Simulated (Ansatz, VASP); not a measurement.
# GaP in VASP and in Ansatz

INCAR

```
SYSTEM = GaP
PREC = Accurate
ENCUT = 520
EDIFF = 1E-7
ISMEAR = 0
SIGMA = 0.05
LREAL = .FALSE.
LASPH = .TRUE.
NELM = 60
ALGO = Normal
ISIF = 2
LWAVE = .FALSE.
LCHARG = .FALSE.
GGA = PS
NBANDS = 16
```

The input KPOINTS:

```
regular mesh
0
G
  10 10 10
  0 0 0
```

POSCAR

```
GaP
1.0
    0.0000000000      2.7901010999      2.7901010999
    2.7901010999      0.0000000000      2.7901010999
    2.7901010999      2.7901010999      0.0000000000
Ga P
1 1
Direct
    0.0000000000      0.0000000000      0.0000000000
    0.7500000000      0.7500000000      0.7500000000
```

Input for Ansatz:

```yaml
crystal:
  lattice:
    - [0.0, 2.7901010999, 2.7901010999]
    - [2.7901010999, 0.0, 2.7901010999]
    - [2.7901010999, 2.7901010999, 0.0]
  atoms:
    - { symbol: Ga, position: [0.0, 0.0, 0.0] }
    - { symbol: P, position: [0.75, 0.75, 0.75] }
basis:
  ecutwfc: 420
kpoints:
  mp_grid: { grid: [10, 10, 10] }
hamiltonian:
  xc: pbesol
  pseudopotentials: { kind: paw, azcp: { folder: soft_1 } }
scf:
  occupations: { method: gaussian, width: 0.05 }
output:
  forces: true
  stress: true
  eigenvalues: true
```

Alike in both runs: task single point; functional PBEsol; k mesh 10 × 10 × 10; occupations gaussian, width 0.05 eV; no spin polarisation.

|  | VASP | Ansatz |
| --- | --- | --- |
| version | VASP 6.6.1 | Ansatz 0.2.0 |
| potentials or method | VASP PAW PBE potentials, release 64 (Ga_d, P) | scalar-relativistic, plane waves, PAW |
| plane-wave cutoff (eV) | 520 | 420 |
| valence electrons in the cell | 18 | 18 |

```tsv
	VASP	Ansatz	Ansatz less VASP
gap on the k mesh at the Fermi level (eV)	1.18	1.18	-0.004
least direct gap on the mesh (eV)	1.18	1.18	-0.004
pressure (GPa)	-5.5	-5.5	+0.04
```

Ansatz warned: «pseudo_functional_mismatch».

Caveats: the PAW data sets were made with another functional, which shifts forces and pressure a little (VASP). A k mesh can miss the band edges.
